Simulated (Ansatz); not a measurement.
# V_N-Sr_Al in AlN (P6_3mc): charge-transition levels and formation energies

Wanted: the transition levels of a complex in AlN (P6_3mc), from a cell of 72 host atoms with 1 site emptied and Sr put on another atom's site.

Calculated with Ansatz 0.2.0; place-levels on r2SCAN runs: charge-transition levels and formation energies with image-charge correction and potential alignment at the atomic sites; PAW set soft_1.

**1. The starting structure**

The cell holds 71 atoms: 35 Al, 35 N and 1 Sr. Cell: a = 9.320 Å, b = 9.320 Å, c = 9.956 Å, α = 90.0°, β = 90.0°, γ = 120.0°. It derives from AlN (space group P6_3mc). Nearest the centre at fractional (0.667, 0.500, 0.470): Sr57 at 0.94 Å, Al33 at 2.37 Å, N63 at 2.37 Å, Al26 at 2.39 Å, N66 at 2.39 Å, N58 at 2.39 Å, Al34 at 2.39 Å, N59 at 2.92 Å.

As a file:

```xyz
71
Lattice="9.3196 0.0000 0.0000 -4.6598 8.0710 0.0000 0.0000 0.0000 9.9565" Properties=species:S:1:pos:R:3 pbc="T T T"
Al    1.5533    0.8968    2.4852
Al    0.0000    1.7936    4.9743
N     1.5533    0.8968    4.3848
N     0.0000    1.7936    1.8957
Al    1.5533    0.8968    7.4634
Al    0.0000    1.7936    9.9525
N     1.5533    0.8968    9.3631
N     0.0000    1.7936    6.8739
Al    0.0000    3.5871    2.4852
Al   -1.5533    4.4839    4.9743
N     0.0000    3.5871    4.3848
N    -1.5533    4.4839    1.8957
Al    0.0000    3.5871    7.4634
Al   -1.5533    4.4839    9.9525
N     0.0000    3.5871    9.3631
N    -1.5533    4.4839    6.8739
Al   -1.5533    6.2774    2.4852
Al   -3.1065    7.1742    4.9743
N    -1.5533    6.2774    4.3848
N    -3.1065    7.1742    1.8957
Al   -1.5533    6.2774    7.4634
Al   -3.1065    7.1742    9.9525
N    -1.5533    6.2774    9.3631
N    -3.1065    7.1742    6.8739
Al    4.6598    0.8968    2.4852
Al    3.1065    1.7936    4.9743
N     4.6598    0.8968    4.3848
N     3.1065    1.7936    1.8957
Al    4.6598    0.8968    7.4634
Al    3.1065    1.7936    9.9525
N     4.6598    0.8968    9.3631
N     3.1065    1.7936    6.8739
Al    3.1065    3.5871    2.4852
Al    1.5533    4.4839    4.9743
N     1.5533    4.4839    1.8957
Al    3.1065    3.5871    7.4634
Al    1.5533    4.4839    9.9525
N     3.1065    3.5871    9.3631
N     1.5533    4.4839    6.8739
Al    1.5533    6.2774    2.4852
Al    0.0000    7.1742    4.9743
N     1.5533    6.2774    4.3848
N     0.0000    7.1742    1.8957
Al    1.5533    6.2774    7.4634
Al    0.0000    7.1742    9.9525
N     1.5533    6.2774    9.3631
N     0.0000    7.1742    6.8739
Al    7.7663    0.8968    2.4852
Al    6.2130    1.7936    4.9743
N     7.7663    0.8968    4.3848
N     6.2130    1.7936    1.8957
Al    7.7663    0.8968    7.4634
Al    6.2130    1.7936    9.9525
N     7.7663    0.8968    9.3631
N     6.2130    1.7936    6.8739
Al    6.2130    3.5871    2.4852
Sr    4.6598    4.4839    4.9743
N     6.2130    3.5871    4.3848
N     4.6598    4.4839    1.8957
Al    6.2130    3.5871    7.4634
Al    4.6598    4.4839    9.9525
N     6.2130    3.5871    9.3631
N     4.6598    4.4839    6.8739
Al    4.6598    6.2774    2.4852
Al    3.1065    7.1742    4.9743
N     4.6598    6.2774    4.3848
N     3.1065    7.1742    1.8957
Al    4.6598    6.2774    7.4634
Al    3.1065    7.1742    9.9525
N     4.6598    6.2774    9.3631
N     3.1065    7.1742    6.8739
```

The host's dielectric constants go in as inputs: (4.49, 4.49, 4.72) for the electrons alone, (8.15, 8.15, 9.65) with the ions, computed on the host (DFPT, PBEsol, on the r2SCAN cell), and a cell off the functional's own equilibrium shifts the ionic part.

The cell's shortest repeat is 9.3 Å.

**2. What was run first**

A transition level is the Fermi level at which two charge states cost the same, so each charge needs its own total energy, at its own relaxed structure.

Each atom starts 0.05 Å or so off its site in a random direction: a symmetric start keeps its symmetry, and would miss off-centre moves and Jahn–Teller distortions. Forces are taken at one point at (¼, ¼, ¼). The cell holds 1 electron more than the neutral one, with a uniform background that keeps it neutral on the whole. The electron count is odd, so at least one spin is unpaired; this run locks the moment at 1 μB.

The sampling was tested on the host first: at the k-points planned (1x1x1 shifted 0.25 0.25 0.25) its energy lies -0.014 eV an atom from the dense-mesh value, under the bound of 0.02 eV set for this test; that bounds the host's error, not the defect's.

One of the inputs; charge, spin and start change from state to state.

The input, qm1_M1.relax/input.yaml:

```yaml
crystal:
  lattice:
    - [9.31956554, 9.0e-08, 0.0]
    - [-4.65978284, 8.07098046, 0.0]
    - [0.0, 0.0, 9.95647772]
  atoms:
    - { symbol: Al, position: [0.22222222, 0.11111111, 0.24960167] }
    - { symbol: Al, position: [0.11111111, 0.22222222, 0.49960167] }
    - { symbol: "N", position: [0.22222222, 0.11111111, 0.44039833] }
    - { symbol: "N", position: [0.11111111, 0.22222222, 0.19039833] }
    - { symbol: Al, position: [0.22222222, 0.11111111, 0.74960167] }
    - { symbol: Al, position: [0.11111111, 0.22222222, 0.99960167] }
    - { symbol: "N", position: [0.22222222, 0.11111111, 0.94039833] }
    - { symbol: "N", position: [0.11111111, 0.22222222, 0.69039833] }
    - { symbol: Al, position: [0.22222222, 0.44444444, 0.24960167] }
    - { symbol: Al, position: [0.11111111, 0.55555556, 0.49960167] }
    - { symbol: "N", position: [0.22222222, 0.44444444, 0.44039833] }
    - { symbol: "N", position: [0.11111111, 0.55555556, 0.19039833] }
    - { symbol: Al, position: [0.22222222, 0.44444444, 0.74960167] }
    - { symbol: Al, position: [0.11111111, 0.55555556, 0.99960167] }
    - { symbol: "N", position: [0.22222222, 0.44444444, 0.94039833] }
    - { symbol: "N", position: [0.11111111, 0.55555556, 0.69039833] }
    - { symbol: Al, position: [0.22222222, 0.77777778, 0.24960167] }
    - { symbol: Al, position: [0.11111111, 0.88888889, 0.49960167] }
    - { symbol: "N", position: [0.22222222, 0.77777778, 0.44039833] }
    - { symbol: "N", position: [0.11111111, 0.88888889, 0.19039833] }
    - { symbol: Al, position: [0.22222222, 0.77777778, 0.74960167] }
    - { symbol: Al, position: [0.11111111, 0.88888889, 0.99960167] }
    - { symbol: "N", position: [0.22222222, 0.77777778, 0.94039833] }
    - { symbol: "N", position: [0.11111111, 0.88888889, 0.69039833] }
    - { symbol: Al, position: [0.55555556, 0.11111111, 0.24960167] }
    - { symbol: Al, position: [0.44444444, 0.22222222, 0.49960167] }
    - { symbol: "N", position: [0.55555556, 0.11111111, 0.44039833] }
    - { symbol: "N", position: [0.44444444, 0.22222222, 0.19039833] }
    - { symbol: Al, position: [0.55555556, 0.11111111, 0.74960167] }
    - { symbol: Al, position: [0.44444444, 0.22222222, 0.99960167] }
    - { symbol: "N", position: [0.55555556, 0.11111111, 0.94039833] }
    - { symbol: "N", position: [0.44444444, 0.22222222, 0.69039833] }
    - { symbol: Al, position: [0.55555556, 0.44444444, 0.24960167] }
    - { symbol: Al, position: [0.44444444, 0.55555556, 0.49960167] }
    - { symbol: "N", position: [0.44444444, 0.55555556, 0.19039833] }
    - { symbol: Al, position: [0.55555556, 0.44444444, 0.74960167] }
    - { symbol: Al, position: [0.44444444, 0.55555556, 0.99960167] }
    - { symbol: "N", position: [0.55555556, 0.44444444, 0.94039833] }
    - { symbol: "N", position: [0.44444444, 0.55555556, 0.69039833] }
    - { symbol: Al, position: [0.55555556, 0.77777778, 0.24960167] }
    - { symbol: Al, position: [0.44444444, 0.88888889, 0.49960167] }
    - { symbol: "N", position: [0.55555556, 0.77777778, 0.44039833] }
    - { symbol: "N", position: [0.44444444, 0.88888889, 0.19039833] }
    - { symbol: Al, position: [0.55555556, 0.77777778, 0.74960167] }
    - { symbol: Al, position: [0.44444444, 0.88888889, 0.99960167] }
    - { symbol: "N", position: [0.55555556, 0.77777778, 0.94039833] }
    - { symbol: "N", position: [0.44444444, 0.88888889, 0.69039833] }
    - { symbol: Al, position: [0.88888889, 0.11111111, 0.24960167] }
    - { symbol: Al, position: [0.77777778, 0.22222222, 0.49960167] }
    - { symbol: "N", position: [0.88888889, 0.11111111, 0.44039833] }
    - { symbol: "N", position: [0.77777778, 0.22222222, 0.19039833] }
    - { symbol: Al, position: [0.88888889, 0.11111111, 0.74960167] }
    - { symbol: Al, position: [0.77777778, 0.22222222, 0.99960167] }
    - { symbol: "N", position: [0.88888889, 0.11111111, 0.94039833] }
    - { symbol: "N", position: [0.77777778, 0.22222222, 0.69039833] }
    - { symbol: Al, position: [0.88888889, 0.44444444, 0.24960167] }
    - { symbol: Sr, position: [0.77777778, 0.55555556, 0.49960167] }
    - { symbol: "N", position: [0.88888889, 0.44444444, 0.44039833] }
    - { symbol: "N", position: [0.77777778, 0.55555556, 0.19039833] }
    - { symbol: Al, position: [0.88888889, 0.44444444, 0.74960167] }
    - { symbol: Al, position: [0.77777778, 0.55555556, 0.99960167] }
    - { symbol: "N", position: [0.88888889, 0.44444444, 0.94039833] }
    - { symbol: "N", position: [0.77777778, 0.55555556, 0.69039833] }
    - { symbol: Al, position: [0.88888889, 0.77777778, 0.24960167] }
    - { symbol: Al, position: [0.77777778, 0.88888889, 0.49960167] }
    - { symbol: "N", position: [0.88888889, 0.77777778, 0.44039833] }
    - { symbol: "N", position: [0.77777778, 0.88888889, 0.19039833] }
    - { symbol: Al, position: [0.88888889, 0.77777778, 0.74960167] }
    - { symbol: Al, position: [0.77777778, 0.88888889, 0.99960167] }
    - { symbol: "N", position: [0.88888889, 0.77777778, 0.94039833] }
    - { symbol: "N", position: [0.77777778, 0.88888889, 0.69039833] }
  host:
    repeats: [3, 3, 2]
    atoms:
      - { symbol: Al, position: [0.66666667, 0.33333333, 0.49920333] }
      - { symbol: Al, position: [0.33333333, 0.66666667, 0.99920333] }
      - { symbol: "N", position: [0.66666667, 0.33333333, 0.88079667] }
      - { symbol: "N", position: [0.33333333, 0.66666667, 0.38079667] }
total_charge: -1
basis:
  ecutwfc: 500
  xc_grid: 2
hamiltonian:
  xc: r2scan
  pseudopotentials: { kind: paw, azcp: { folder: soft_1 } }
kpoints:
  mp_grid: { grid: [1, 1, 1], shift: [0.25, 0.25, 0.25] }
magnetization:
  spin_polarized: true
  initial_magnetization: 1
  spin_locking: { lock_magnetization: hard }
scf:
  occupations: { method: fixed }
  max_iter: 60
output:
  forces: true
  charged_corrections:
    epsilon: [4.49, 4.49, 4.72]
    static_epsilon: [8.15, 8.15, 9.65]
    defect_position: [0.666667, 0.5, 0.47]
relax:
  f_tol: 0.02
  max_steps: 80
  random_displacement: { amplitude: 0.05, seed: 8852 }
checkpoint:
  write: "../qm1_M1.relax.run"
  compress: false
  write_wavefunctions: true
  write_every: 100000
```

Command:

```console
$ ansatz run input.yaml --threads 4 --pin off --max-ram 15073MiB --backend cpu --events-out ev --progress --plain --runs-dir out
```

Defect states can disperse in a cell of this size, so the energy is taken again at a 2×2×2 shifted mesh, on the relaxed structure.

The run of this state that the levels use, under r2SCAN:

The input, qm1_M1.point/input.yaml:

```yaml
crystal:
  checkpoint: "../qm1_M1.relax.run"
  host: checkpoint
total_charge: -1
basis:
  ecutwfc: 500
  xc_grid: 2
hamiltonian:
  xc: r2scan
  pseudopotentials: { kind: paw, azcp: { folder: soft_1 } }
kpoints:
  mp_grid: { grid: [2, 2, 2], shift: [0.5, 0.5, 0.5] }
magnetization:
  spin_polarized: true
  initial_magnetization: 1
  spin_locking: { lock_magnetization: hard }
scf:
  occupations: { method: fermi_dirac, width: 0.01 }
  max_iter: 60
output:
  forces: true
  eigenvalues: true
  charged_corrections:
    epsilon: [4.49, 4.49, 4.72]
    static_epsilon: [8.15, 8.15, 9.65]
    defect_position: [0.666667, 0.5, 0.47]
  eigenstates: { localisation: true }
  populations: true
  efg: {}
checkpoint:
  read: "../qm1_M1.relax.run"
  write: "../qm1_M1.point.run"
  compress: false
  write_wavefunctions: false
  write_every: 100000
```

Relaxations under r2SCAN at one point at (¼, ¼, ¼); times on 4 threads of Arm Neoverse V2, shared host:

```csv
charge,moment (μB),occupations,outcome,steps,largest displacement against the far atoms (Å),time
−1,1,fixed,converged,8,0.34,4 min
0,0,fixed,converged,8,0.38,1.7 min
0,2,fixed,converged,9,0.43,4.9 min
+1,1,fixed,converged,10,0.71,4.8 min
+2,0,fixed,not converged,-,-,43 s
+2,0,fermi-dirac,converged,10,0.80,2.1 min
+2,2,fixed,converged,10,0.71,6.6 min
+3,1,fixed,converged,17,0.79,11 min
```

Single points under r2SCAN at a 2×2×2 shifted mesh; times on 4 threads of Arm Neoverse V2, shared host:

```csv
charge,moment (μB),occupations,outcome,time
−1,1,fermi-dirac,converged,3.3 min
0,0,fermi-dirac,converged,84 s
0,2,fermi-dirac,converged,4.5 min
+1,1,fermi-dirac,converged,4.1 min
+2,0,fermi-dirac,converged,82 s
+2,2,fermi-dirac,converged,3.4 min
+3,1,fermi-dirac,converged,3.5 min
```

Distances (Å) from the ideal centre to the nearest atoms after relaxation with r2SCAN:

```csv
charge,moment (μB),1.,2.,3.,4.,5.,6.
−1,1,Sr 0.72,Al 2.33,Al 2.40,Al 2.49,N 2.68,N 2.69
0,0,Sr 0.72,Al 2.44,Al 2.44,Al 2.53,N 2.65,N 2.67
0,2,Sr 0.54,Al 2.51,Al 2.57,N 2.61,N 2.63,N 2.64
+1,1,Sr 0.50,N 2.58,N 2.61,Al 2.61,Al 2.61,N 2.66
+2,0,Sr 0.27,N 2.50,N 2.52,N 2.58,Al 2.88,Al 2.89
+2,2,Sr 0.58,Al 2.60,Al 2.60,N 2.64,N 2.66,N 2.68
+3,1,Sr 0.24,N 2.47,N 2.50,N 2.67,Al 2.88,Al 2.91
```

[end of part 1 of 2]

[Logs are printed without paths, hosts, clocks, repeated set-up lines and the standing remarks that a program may print on its own settings, such as how far it seeks lower states.]

[Hosts, paths, dates, database ids (printed as entryN), source tags and the programs' standing remarks are cut or masked in the printed files.]

[Where a table of states has a column of steps, it counts the stored structures, which are thinned; the runs took as many ionic steps or more.]

[A defect's name tells the site on which it was built; relaxed atoms can leave that site.]

[For some hosts the program warned that the k-mesh of the response run may be too coarse for force constants and the static dielectric constant; such warnings are not shown here.]
